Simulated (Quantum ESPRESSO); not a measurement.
**Ge under changes of volume**

One of the cells (22.639 Å³/atom); the others are scaled copies at fixed shape and fractional positions:

```xyz
2
Lattice="0.0000 2.8289 2.8289 2.8289 0.0000 2.8289 2.8289 2.8289 0.0000" Properties=species:S:1:pos:R:3 pbc="T T T"
Ge    4.2434    4.2434    4.2434
Ge    2.8289    2.8289    2.8289
```

```yaml
Program: Quantum ESPRESSO 7.5
Functional: r2SCAN
Potentials_or_basis: SG15 PBE 1.2
Cutoff: 952 eV
Density_cutoff: 3810 eV
k_mesh: 6 × 6 × 6
Occupations: fermi-dirac, width 0.05 eV
Spin: no spin polarisation
```

| volume (Å³/atom) | energy over the lowest point (meV/atom) | pressure (GPa) | gap on the mesh (eV) |
| --- | --- | --- | --- |
| 21.281 | 9.09 | 3.4 | 0.41 |
| 21.733 | 2.21 | 1.6 | 0.21 |
| 22.186 | 0.00 | 0.1 | none |
| 22.639 | ? | ? | ? |
| 23.092 | 7.32 | -2.6 | none |
| 23.545 | 16.49 | -3.8 | none |
| 23.997 | 28.76 | -4.8 | none |

Problem. What does the run at 22.639 Å³/atom give?

Solution. Energy over the lowest point 1.69 meV/atom; pressure -1.3 GPa; gap on the mesh none.

Worked out: A Birch-Murnaghan fit of order 3 (a polynomial in V^(-2/3)) to the other rows has its minimum at 22.21 Å³/atom with B0 = V·E''(V) = 71 GPa and B' = 3.1. It gives 1.75 meV/atom at 22.639 Å³/atom, against the run's 1.69, and -dE/dV = -1.3 GPa, against -1.3.

Energies are extrapolated to zero smearing.

Caveats: the potentials were made for another functional, which shifts forces and pressure.

A mesh can miss the band edges. Spin-orbit coupling on Ge is left out.

A gap of «none» marks a metal or a gap under the smearing width.
